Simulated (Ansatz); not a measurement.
Consider InN in the wurtzite structure (space group P6_3mc, No. 186).

```
InN
1.0
    3.53734     0.00000     0.00000
   -1.76867     3.06343     0.00000
    0.00000     0.00000     5.71395
In N
2 2
Direct
  0.66667   0.33333   0.00204
  0.33333   0.66667   0.50204
  0.66667   0.33333   0.62316
  0.33333   0.66667   0.12316
```

Cartesian axes are those of the cell as printed.

Calculations: PBEsol (Ansatz, an electronic-structure program, PAW, scalar-relativistic without spin-orbit coupling), earlier PAW set.

Strains are applied to the cell and any free atomic positions relax; under biaxial strain the out-of-plane vector relaxes too; under stress the whole cell relaxes.

One change was made to it. Results:

```json
[
 {"quantity": "band gap", "base": "zero", "after": "zero"},
 {"quantity": "volume per atom", "base": "15.48 Å³", "after": "15.80 Å³"}
]
```

### Question
Name the change that was made.
A) biaxial strain −1.72 %, plane normal [001], relaxed out of plane
B) isotropic strain −1.99 %
C) uniaxial stress, 8 GPa tension along z
D) isotropic strain −2.54 %
E) uniaxial strain ε_yy = +5.93 %

### Answer
C, uniaxial stress, 8 GPa tension along z. For comparison, the volume per atom in the other runs: isotropic strain −1.99 % gives 14.57 Å³; uniaxial strain ε_yy = +5.93 % gives 16.40 Å³; biaxial strain −1.72 %, plane normal [001], relaxed out of plane gives 15.15 Å³; isotropic strain −2.54 % gives 14.33 Å³.

The mesh was chosen for an insulator and is coarse for the gapless case. Stability under load was not tested beyond the relaxation. The final runs are not spin-polarised. Gaps under 0.05 eV, about the width of the smearing, are given as zero. A zero or small gap of InN can be the functional's error rather than a property of the material.
